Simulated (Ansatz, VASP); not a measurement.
## One calculation of Hf, two programs

The input INCAR:

```
SYSTEM = Hf
PREC = Accurate ; ENCUT = 520
EDIFF = 1E-6 ; ISMEAR = -1
SIGMA = 0.05 ; LREAL = .FALSE.
LASPH = .TRUE. ; NELM = 60
ALGO = Normal ; ISIF = 2
LWAVE = .FALSE. ; LCHARG = .FALSE.
GGA = PE ; NBANDS = 17
```

The input KPOINTS:

```
Automatic mesh
0
G
  13 13 7
  0 0 0
```

The input POSCAR:

```
Hf
1.0
    3.1752435252      0.0000000000      0.0000000000
   -1.5876217626      2.7498415561      0.0000000000
    0.0000000000      0.0000000000      5.0238540107
Hf
2
Direct
    0.3333333333      0.6666666667      0.2500000000
    0.6666666667      0.3333333333      0.7500000000
```

Input for Ansatz:

```yaml
crystal:
  lattice:
    - [3.1752435252, 0.0, 0.0]
    - [-1.5876217626, 2.7498415561, 0.0]
    - [0.0, 0.0, 5.0238540107]
  atoms:
    - { symbol: Hf, position: [0.3333333333, 0.6666666667, 0.25] }
    - { symbol: Hf, position: [0.6666666667, 0.3333333333, 0.75] }
kpoints:
  mp_grid: { grid: [13, 13, 7] }
scf:
  occupations: { method: fermi_dirac, width: 0.05 }
hamiltonian:
  xc: pbe
  pseudopotentials: { kind: all_electron, lapw: { basis_error: 0.0005 } }
output:
  forces: true
  stress: true
  eigenvalues: true
```

Change from the starting cell: volume scaled by 0.98.

Alike in both runs: task single point; functional PBE; k mesh 13 × 13 × 7; occupations fermi-dirac, width 0.05 eV; no spin polarisation.

```csv
,VASP,Ansatz
version,VASP 6.6.1,Ansatz 0.2.0
potentials or method,"VASP PAW PBE potentials, release 64 (Hf_pv)","all-electron LAPW, scalar-relativistic"
plane-wave cutoff (eV),520,see its input
```

Ansatz gave:

- pressure (GPa): 3.1
- largest component of the traceless stress (GPa): 0.01

Task: Which values does VASP return?

Result: Pressure (GPa): 2.6; largest component of the traceless stress (GPa): 0.07.

Ansatz ran all-electron here, so the differences hold the error of VASP's frozen core and of both bases.

The runs have no spin-orbit coupling, so splittings on Hf are missing.
